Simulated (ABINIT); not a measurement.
Crystal: Sn.

```
CELL_PARAMETERS angstrom
-1.89465 1.89465 1.89465
1.89465 -1.89465 1.89465
1.89465 1.89465 -1.89465
ATOMIC_POSITIONS crystal
Sn 0.00000 0.00000 0.00000
```

This isn't the form of Sn at room conditions, which is tetragonal (white tin).

Base run:

- Program: ABINIT 10.8.3 (patched build)
- Functional: PBE
- Potentials or basis: JTH PAW PBE v2.0
- Cutoff: 599 eV
- k mesh: 10 × 10 × 10
- Occupations: fermi-dirac, width 0.05 eV
- Spin: no spin polarisation

Its results: band gap on the k mesh none (metal or under the smearing width); pressure 0.6 GPa.

Question: The run is repeated on the same cell with these changes: functional from PBE to PBEsol; potentials or basis from JTH PAW PBE v2.0 to PseudoDojo NC SR PBEsol v0.4.1 standard; cutoff from 599 eV to 980 eV. What comes out?

Answer: Band gap on the k mesh none (metal or under the smearing width); pressure -2.1 GPa.

Caveats: spin-orbit coupling is left out, which moves the levels of the heavy elements (some runs).
